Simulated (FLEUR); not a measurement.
Input of a FLEUR MaX-R8.1 (later development tree) run:

inp.xml

```xml
<?xml version="1.0" encoding="UTF-8" standalone="no"?>
<fleurInput fleurInputVersion="0.39">
   <comment>
      Pd                                                                                                  
   </comment>
   <calculationSetup>
      <cutoffs Kmax="4.0" Gmax="20.0" GmaxXC="20.0" numbands="0"/>
      <scfLoop itmax="60" minDistance="0.00001" maxIterBroyd="15" imix="Anderson" alpha="0.05" precondParam="0.0" spinf="2.0" sdNocoIR="T"/>
      <coreElectrons ctail="T" frcor="F" kcrel="0" coretail_lmax="0"/>
      <xcFunctional name="pbe" relativisticCorrections="F"/>
      <magnetism jspins="1"/>
      <soc l_soc="F" theta="0.0" phi="0.0" spav="F"/>
      <expertModes spex="0" secvar="F"/>
      <geometryOptimization l_f="F" forcealpha="1.0" forcemix="BFGS" epsdisp="0.00001" epsforce="0.00001"/>
      <ldaU l_linMix="F" mixParam="0.05" spinf="1.0"/>
   </calculationSetup>
   <cell>
      <bzIntegration valenceElectrons="18.0" mode="hist" fermiSmearingEnergy="0.00183747">
         <kPointListSelection listName="default-1"/>
         <!-- k-points included here -->
         <xi:include xmlns:xi="http://www.w3.org/2001/XInclude" href="kpts.xml"> </xi:include>
      </bzIntegration>
      <!-- symmetry operations included here -->
      <xi:include xmlns:xi="http://www.w3.org/2001/XInclude" href="sym.xml"> </xi:include>
      <bulkLattice scale="1.0">
         <bravaisMatrix>
            <row-1>    0.0000000000000000     3.6783519015338997     3.6783519015338997</row-1>
            <row-2>    3.6783519015338997     0.0000000000000000     3.6783519015338997</row-2>
            <row-3>    3.6783519015338997     3.6783519015338997     0.0000000000000000</row-3>
         </bravaisMatrix>
      </bulkLattice>
   </cell>
   <atomSpecies>
      <species name="Palladium (Pd)" element="Pd" atomicNumber="46">
         <mtSphere radius="2.41" gridPoints="797" logIncrement="0.016"/>
         <atomicCutoffs lmax="7" lnonsphr="5"/>
         <electronConfig flipSpins="F">
            <coreConfig>(1s1/2) (2s1/2) (2p1/2) (2p3/2) (3s1/2) (3p1/2) (3p3/2) (3d3/2) (3d5/2)</coreConfig>
            <valenceConfig>(4s1/2) (4p1/2) (4p3/2) (5s1/2) (4d3/2) (4d5/2)</valenceConfig>
            <stateOccupation state="(5s1/2)" spinUp="0.500000" spinDown="0.500000"/>
            <stateOccupation state="(4d3/2)" spinUp="1.800000" spinDown="1.800000"/>
            <stateOccupation state="(4d5/2)" spinUp="2.700000" spinDown="2.700000"/>
         </electronConfig>
         <energyParameters s="5" p="5" d="4" f="4"/>
         <lo type="SCLO" l="0" n="4" eDeriv="0"/>
         <lo type="SCLO" l="1" n="4" eDeriv="0"/>
         <lo type="SCLO" l="1" n="4" eDeriv="1"/>
         <lo type="SCLO" l="2" n="4" eDeriv="2"/>
         <lo type="SCLO" l="3" n="4" eDeriv="2"/>
      </species>
   </atomSpecies>
   <atomGroups>
      <atomGroup species="Palladium (Pd)">
         <relPos label="                   1">.0000000000 .0000000000 .0000000000</relPos>
         <force calculate="T" relaxXYZ="TTT"/>
      </atomGroup>
   </atomGroups>
   <output dos="F" band="F" slice="F">
      <checks vchk="F" cdinf="F"/>
      <bandDOS minEnergy="-.5*Htr" maxEnergy="0.5*Htr" sigma="0.015" storeEVData="T"/>
      <vacuumDOS vacdos="F" integ="F" star="F" nstars="0" locx1="0.0" locy1="0.0" locx2="0.0" locy2="0.0" nstm="0" tworkf="0.0"/>
      <unfoldingBand unfoldBand="F" supercellX="1" supercellY="1" supercellZ="1"/>
      <plotting iplot="0" polar="F">
         <plot TwoD="T" vec1="  1.0  0.0  0.0" vec2="  0.0  1.0  0.0" vec3="  0.0  0.0  1.0" zero="  0.0  0.0  0.0" file="plot"/>
      </plotting>
      <chargeDensitySlicing numkpt="0" minEigenval="0.0" maxEigenval="0.0" nnne="0" pallst="F"/>
      <specialOutput eonly="F"/>
      <moessbauerParams electricFieldGradient="T" isomerShift="T" coreHyperfine="T" valenceHyperfine="T"/>
      <magneticCircularDichroism mcd="F" energyLo="-10.0" energyUp="0.0"/>
   </output>
  <!-- We include the file relax.xml here to enable relaxations (see documentation) -->
  <xi:include xmlns:xi="http://www.w3.org/2001/XInclude" href="relax.xml"> <xi:fallback/> </xi:include>
</fleurInput>
```

File crystal.txt:

```
Pd
&input cartesian=F /
0.0000000000  1.9465000000  1.9465000000
1.9465000000  0.0000000000  1.9465000000
1.9465000000  1.9465000000  0.0000000000
1.8897261246
1.0 1.0 1.0

1
46 0.0000000000  0.0000000000  0.0000000000

&kpt div1=12 div2=12 div3=12 gamma=T /
```

inp.xml (bands)

```
<?xml version="1.0" encoding="UTF-8" standalone="no"?>
<fleurInput fleurInputVersion="0.39">
   <comment>
      Pd                                                                                                  
   </comment>
   <calculationSetup>
      <cutoffs Kmax="4.0" Gmax="20.0" GmaxXC="20.0" numbands="0"/>
      <scfLoop itmax="60" minDistance="0.00001" maxIterBroyd="15" imix="Anderson" alpha="0.05" precondParam="0.0" spinf="2.0" sdNocoIR="T"/>
      <coreElectrons ctail="T" frcor="F" kcrel="0" coretail_lmax="0"/>
      <xcFunctional name="pbe" relativisticCorrections="F"/>
      <magnetism jspins="1"/>
      <soc l_soc="F" theta="0.0" phi="0.0" spav="F"/>
      <expertModes spex="0" secvar="F"/>
      <geometryOptimization l_f="F" forcealpha="1.0" forcemix="BFGS" epsdisp="0.00001" epsforce="0.00001"/>
      <ldaU l_linMix="F" mixParam="0.05" spinf="1.0"/>
   </calculationSetup>
   <cell>
      <bzIntegration valenceElectrons="18.0" mode="hist" fermiSmearingEnergy="0.00183747">
         <kPointListSelection listName="path-1"/>
         <!-- k-points included here -->
         <xi:include xmlns:xi="http://www.w3.org/2001/XInclude" href="kpts.xml"> </xi:include>
      </bzIntegration>
      <!-- symmetry operations included here -->
      <xi:include xmlns:xi="http://www.w3.org/2001/XInclude" href="sym.xml"> </xi:include>
      <bulkLattice scale="1.0">
         <bravaisMatrix>
            <row-1>    0.0000000000000000     3.6783519015338997     3.6783519015338997</row-1>
            <row-2>    3.6783519015338997     0.0000000000000000     3.6783519015338997</row-2>
            <row-3>    3.6783519015338997     3.6783519015338997     0.0000000000000000</row-3>
         </bravaisMatrix>
      </bulkLattice>
   </cell>
   <atomSpecies>
      <species name="Palladium (Pd)" element="Pd" atomicNumber="46">
         <mtSphere radius="2.41" gridPoints="797" logIncrement="0.016"/>
         <atomicCutoffs lmax="7" lnonsphr="5"/>
         <electronConfig flipSpins="F">
            <coreConfig>(1s1/2) (2s1/2) (2p1/2) (2p3/2) (3s1/2) (3p1/2) (3p3/2) (3d3/2) (3d5/2)</coreConfig>
            <valenceConfig>(4s1/2) (4p1/2) (4p3/2) (5s1/2) (4d3/2) (4d5/2)</valenceConfig>
            <stateOccupation state="(5s1/2)" spinUp="0.500000" spinDown="0.500000"/>
            <stateOccupation state="(4d3/2)" spinUp="1.800000" spinDown="1.800000"/>
            <stateOccupation state="(4d5/2)" spinUp="2.700000" spinDown="2.700000"/>
         </electronConfig>
         <energyParameters s="5" p="5" d="4" f="4"/>
         <lo type="SCLO" l="0" n="4" eDeriv="0"/>
         <lo type="SCLO" l="1" n="4" eDeriv="0"/>
         <lo type="SCLO" l="1" n="4" eDeriv="1"/>
         <lo type="SCLO" l="2" n="4" eDeriv="2"/>
         <lo type="SCLO" l="3" n="4" eDeriv="2"/>
      </species>
   </atomSpecies>
   <atomGroups>
      <atomGroup species="Palladium (Pd)">
         <relPos label="                   1">.0000000000 .0000000000 .0000000000</relPos>
         <force calculate="T" relaxXYZ="TTT"/>
      </atomGroup>
   </atomGroups>
   <output dos="F" band="T" slice="F">
      <checks vchk="F" cdinf="F"/>
      <bandDOS minEnergy="-.5*Htr" maxEnergy="0.5*Htr" sigma="0.015" storeEVData="T"/>
      <vacuumDOS vacdos="F" integ="F" star="F" nstars="0" locx1="0.0" locy1="0.0" locx2="0.0" locy2="0.0" nstm="0" tworkf="0.0"/>
      <unfoldingBand unfoldBand="F" supercellX="1" supercellY="1" supercellZ="1"/>
      <plotting iplot="0" polar="F">
         <plot TwoD="T" vec1="  1.0  0.0  0.0" vec2="  0.0  1.0  0.0" vec3="  0.0  0.0  1.0" zero="  0.0  0.0  0.0" file="plot"/>
      </plotting>
      <chargeDensitySlicing numkpt="0" minEigenval="0.0" maxEigenval="0.0" nnne="0" pallst="F"/>
      <specialOutput eonly="F"/>
      <moessbauerParams electricFieldGradient="T" isomerShift="T" coreHyperfine="T" valenceHyperfine="T"/>
      <magneticCircularDichroism mcd="F" energyLo="-10.0" energyUp="0.0"/>
   </output>
  <!-- We include the file relax.xml here to enable relaxations (see documentation) -->
  <xi:include xmlns:xi="http://www.w3.org/2001/XInclude" href="relax.xml"> <xi:fallback/> </xi:include>
</fleurInput>
```

Potentials or basis: all-electron, FLAPW.

The run is started by

```console
$ inpgen -f crystal.txt -profile fast
$ # inp.xml edited to the form shown
$ fleur_MPI
$ fleur_MPI   # second run, on inp.xml (bands)
```

(1) Predict the band gap along the path.

## Answers

(1) none (metal or under the smearing width).
